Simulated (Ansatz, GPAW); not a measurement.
Given: the input of a run of Ansatz 0.2.0 on TiC. The cell is a database's computed one, not the measured one.

File input.yaml:

```yaml
crystal:
  lattice:
    - [0.0, 2.1657188437, 2.1657188437]
    - [2.1657188437, 0.0, 2.1657188437]
    - [2.1657188437, 2.1657188437, 0.0]
  atoms:
    - { symbol: Ti, position: [0.0, 0.0, 0.0] }
    - { symbol: C, position: [0.5, 0.5, 0.5] }
kpoints:
  mp_grid: { grid: [11, 11, 11] }
scf:
  occupations: { method: gaussian, width: 0.029 }
hamiltonian:
  xc: pbe
  pseudopotentials: { kind: all_electron, lapw: { basis_error: 0.001 } }
output:
  forces: true
  stress: true
  eigenvalues: true
```

Potentials or basis: all-electron LAPW, scalar-relativistic.

Run with:

```bash
$ ansatz run input.yaml --threads 1 --pin off --max-ram 3072MiB --backend cpu --events-out ev --progress --plain --runs-dir out
```

Problem. What does the same run look like in GPAW 26.7.0 (ASE script)? Potentials or basis there: GPAW PAW data sets (gpaw-data 1.2.1), cutoff 800 eV.

Solution. As run (cutoffs and basis follow the program's own potentials, and thresholds, step limits or extra output files can differ):

run.py

```python
from ase.dft.bandgap import bandgap
from ase.io import read, write
from ase.units import Bohr, GPa
from gpaw import GPAW, PW
from gpaw.elf import elf_from_dft_calculation

atoms = read('TiC.xyz')

calc = GPAW(mode=PW(800),
            xc='PBE',
            kpts={'size': (11, 11, 11), 'gamma': True},
            occupations={'name': 'methfessel-paxton', 'order': 0, 'width': 0.028999999999999998},
            nbands=18,
            convergence={'density': 1e-05, 'energy': 1e-05},
            maxiter=150,
            txt='gpaw.txt')
atoms.calc = calc
energy = atoms.get_potential_energy()
forces = atoms.get_forces()
stress = atoms.get_stress()
calc.write('gs.gpw')
write('result.traj', atoms)
print(f'Energy: {energy:.6f} eV')
print('Forces (eV/A):')
print(forces.round(4))
print('Stress (GPa):', (stress / GPa).round(3))
print('Fermi level:', round(calc.get_fermi_level(), 4), 'eV')
print(f'Gap: {bandgap(calc)[0]:.4f} eV, direct: {bandgap(calc, direct=True)[0]:.4f} eV')

# fields on the real-space grid
write('density.cube', atoms, data=calc.get_pseudo_density() * Bohr**3)
write('potential.cube', atoms, data=calc.get_electrostatic_potential())
write('elf.cube', atoms, data=elf_from_dft_calculation(calc).data)
```

The input TiC.xyz:

```xyz
2
Lattice="0.0000000000 2.1657188437 2.1657188437 2.1657188437 0.0000000000 2.1657188437 2.1657188437 2.1657188437 0.0000000000" Properties=species:S:1:pos:R:3 pbc="T T T"
Ti     0.0000000000      0.0000000000      0.0000000000
C      2.1657188437      2.1657188437      2.1657188437
```

Potentials or basis: GPAW PAW data sets (gpaw-data 1.2.1), pw.

Command:

```bash
$ OMP_NUM_THREADS=1 python run.py
```

Both were run:

|  | Ansatz | GPAW |
| --- | --- | --- |
| Pressure | 0.2 GPa | 0.9 GPa |

Where Ansatz's input types no cutoff or centring, it takes its own default and a Γ-centred mesh.

Pressure is positive in compression.
